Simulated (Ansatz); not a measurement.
# C, space group Fd-3m: a comparison of functionals at one structure

Program: Ansatz's Python interface.

Script `xc_c.py`:
```python
"""Functional comparison for C (totals differ with the potentials too)."""

import warnings

import ansatz

warnings.simplefilter("ignore", ansatz.DeckWarning)

system = (
    ansatz.Lattice.from_parameters(2.522066, 2.522066, 2.522066, alpha=60.0, beta=60.0, gamma=60.0)
    .atom("C", (0.0, 0.0, 0.0))
    .atom("C", (0.25, 0.25, 0.25))
)

base = (
    system.calculation()
    .occupations("Fermi-Dirac", width=0.01)
    .kpoints(10)
    .basis(530)
)

rows = []
for value in ["r2scan", "pbesol", "lda"]:
    data = base.functional(value).run(threads=1).report
    rows.append((value, data["free_energy_ev"] / len(data["lattice"]["sites"]), data["n_iterations"], data["n_kpoints"]))

print("  functional   F/atom (eV)    iterations      k-points")
for row in rows:
    print(f"{str(row[0]):>12s}  {row[1]:12.5f}  {row[2]:12d}  {row[3]:12d}")
```

Running `python xc_c.py` prints:
```text
  functional   F/atom (eV)    iterations      k-points
      r2scan    -251.55577             6            47
      pbesol    -246.67032             6            47
         lda    -242.99010             6            47
```

Total energies of different functionals can't be compared; pressures, moments and gaps at this one structure can. By the engine's processor time: 1.4 s on 1 thread of Intel(R) Xeon(R) Processor @ 2.30GHz, on a shared host, peak memory 0.44 GiB.
